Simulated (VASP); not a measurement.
# NaCl: molecular dynamics with a thermostat

NaCl, Fm-3m (no. 225), 8 atoms in the cell. PBE, molecular dynamics; PAW potentials Cl, Na (PBE set).

Ensemble: Nose-Hoover; Target temperature (K): 1600.

## Input

INCAR:
```
  ALGO = Normal
  EDIFF = 1E-6
  ENCUT = 260
  GGA = PE
  IBRION = 0
  ISIF = 2
  ISMEAR = 0
  ISYM = 0
  KPAR = 2
  LASPH = T
  LCHARG = F
  LREAL = Auto
  LWAVE = F
  MDALGO = 2
  NELM = 60
  NELMIN = 4
  NSW = 60
  POTIM = 2.0
  PREC = Normal
  RANDOM_SEED = 107317 0 0
  SIGMA = 0.05
  SMASS = 0
  TEBEG = 1600
```

KPOINTS:
```
k-points
0
Monkhorst-Pack
  2 2 2
```

POSCAR:
```
NaCl
1.0
    5.5881264354      0.0000000000      0.0000000000
    0.0000000000      5.5881264354      0.0000000000
    0.0000000000      0.0000000000      5.5881264354
Cl Na
4 4
Direct
    0.5000000000      0.0000000000      0.0000000000
    0.5000000000      0.5000000000      0.5000000000
    0.0000000000      0.0000000000      0.5000000000
    0.0000000000      0.5000000000      0.0000000000
    0.0000000000      0.0000000000      0.0000000000
    0.0000000000      0.5000000000      0.5000000000
    0.5000000000      0.0000000000      0.5000000000
    0.5000000000      0.5000000000      0.0000000000
```

Commands:
```
cat potpaw_PBE.64/Cl/POTCAR potpaw_PBE.64/Na/POTCAR > POTCAR
mpirun -np 2 vasp_std > vasp.out
```

## Result

- Mean temperature (K): 1540
- Standard error of the mean temperature (K): 477
- Relative fluctuation of the kinetic energy: 0.694
- Canonical value of that fluctuation: 0.309
- Rise of the mean potential energy above the start (meV/atom): 167.7
- Electronic steps per ionic step after the first: 4.5

Course of the run:

| Time (fs) | Temperature (K) | Potential energy less the first (meV/atom) |
|---|---|---|
| 2 | 1600 | 0.0 |
| 12 | 1444 | 18.4 |
| 20 | 1119 | 61.8 |
| 30 | 653 | 137.0 |
| 38 | 611 | 170.8 |
| 48 | 1591 | 157.3 |
| 56 | 3367 | 142.1 |
| 66 | 4073 | 161.2 |
| 74 | 2178 | 219.2 |
| 84 | 576 | 295.4 |
| 92 | 464 | 289.0 |
| 102 | 864 | 239.9 |
| 110 | 1271 | 212.9 |
| 120 | 1877 | 195.8 |

REPORT:
```
MDALGO =   2
               SCALING =       0
                 CNEXP =     9.000   14.000
           RANDOM_SEED =            107317                0                0

   original number of atomic DOF:         21
   number of independent constraints:      0
   number of active DOF:                  21

========================================
         MD step No.       1
========================================

  Atomic velocities initialized by STEP_tb

  >Energies
                    E_tot             E_pot             E_kin               EPS                ES
   e_b>   -0.25784252E+02   -0.27231973E+02    0.14477209E+01    0.00000000E+00    0.00000000E+00

  >Temperature
               T_sim     T_inst
   tmprt>   1600.000   1600.000

  >Thermostat:
           s(n+1) sdot(n+1)      s(n)   sdot(n)        Qs
   s_b>   0.00000   0.00000   0.00000   0.00000   0.29006

           RANDOM_SEED =            107317               48                0

[... steps left out ...]

========================================
         MD step No.      60
========================================

  >Energies
                    E_tot             E_pot             E_kin               EPS                ES
   e_b>   -0.25782792E+02   -0.25665268E+02    0.16981452E+01    0.89732954E-01   -0.19054020E+01

  >Temperature
               T_sim     T_inst
   tmprt>   1600.000   1876.765

  >Thermostat:
           s(n+1) sdot(n+1)      s(n)   sdot(n)        Qs
   s_b>  -0.68442  -0.02504  -0.65807  -0.02765   0.29006

           RANDOM_SEED =            107317               48                0
```

OSZICAR:
```
N       E                     dE             d eps       ncg     rms          rms(c)
DAV:   1     0.160588536655E+03    0.16059E+03   -0.82099E+03   184   0.677E+02
DAV:   2    -0.953620321410E+01   -0.17012E+03   -0.16201E+03   252   0.188E+02
DAV:   3    -0.274294859275E+02   -0.17893E+02   -0.17824E+02   208   0.689E+01
DAV:   4    -0.279746984643E+02   -0.54521E+00   -0.54464E+00   203   0.146E+01
DAV:   5    -0.279971707981E+02   -0.22472E-01   -0.22470E-01   227   0.281E+00    0.539E+00
DAV:   6    -0.272670490294E+02    0.73012E+00   -0.16017E+00   198   0.563E+00    0.436E+00
DAV:   7    -0.272148071342E+02    0.52242E-01   -0.42853E-01   264   0.290E+00    0.260E+00
DAV:   8    -0.272311946432E+02   -0.16388E-01   -0.30599E-02   208   0.128E+00    0.366E-01
DAV:   9    -0.272312294489E+02   -0.34806E-04   -0.49506E-04   196   0.144E-01    0.196E-01
DAV:  10    -0.272320281195E+02   -0.79867E-03   -0.20537E-03   208   0.251E-01    0.707E-02
DAV:  11    -0.272319756368E+02    0.52483E-04   -0.11489E-04   200   0.531E-02    0.219E-02
DAV:  12    -0.272319715342E+02    0.41026E-05   -0.27131E-05   208   0.240E-02    0.943E-03
[... left out ...]
     58 T=  1628. E= -.25782481E+02 F= -.25624378E+02 E0= -.25624378E+02  EK= 0.14730E+01 SP= -.17E+01 SK= 0.11E+00
     59 T=  1753. E= -.25782612E+02 F= -.25647094E+02 E0= -.25647094E+02  EK= 0.15864E+01 SP= -.18E+01 SK= 0.10E+00
[... last step whole ...]
       N       E                     dE             d eps       ncg     rms          rms(c)
DAV:   1    -0.256651838928E+02   -0.18089E-01   -0.37602E-04   250   0.310E+00    0.447E-02
DAV:   2    -0.256652683181E+02   -0.84425E-04   -0.86194E-04   168   0.205E-01    0.302E-02
DAV:   3    -0.256652686897E+02   -0.37164E-06   -0.12914E-05   208   0.251E-02    0.172E-02
DAV:   4    -0.256652683889E+02    0.30082E-06   -0.46421E-07   109   0.484E-03
     60 T=  1877. E= -.25782792E+02 F= -.25665268E+02 E0= -.25665268E+02  EK= 0.16981E+01 SP= -.19E+01 SK= 0.90E-01
```

Limits: 120 fs of 8 atoms are too short for converged averages.

VASP 6.6.1 took 106 s on 2 cores (Intel Xeon Platinum 8259CL @ 2.50GHz (Skylake/Cascade Lake)), a shared host.
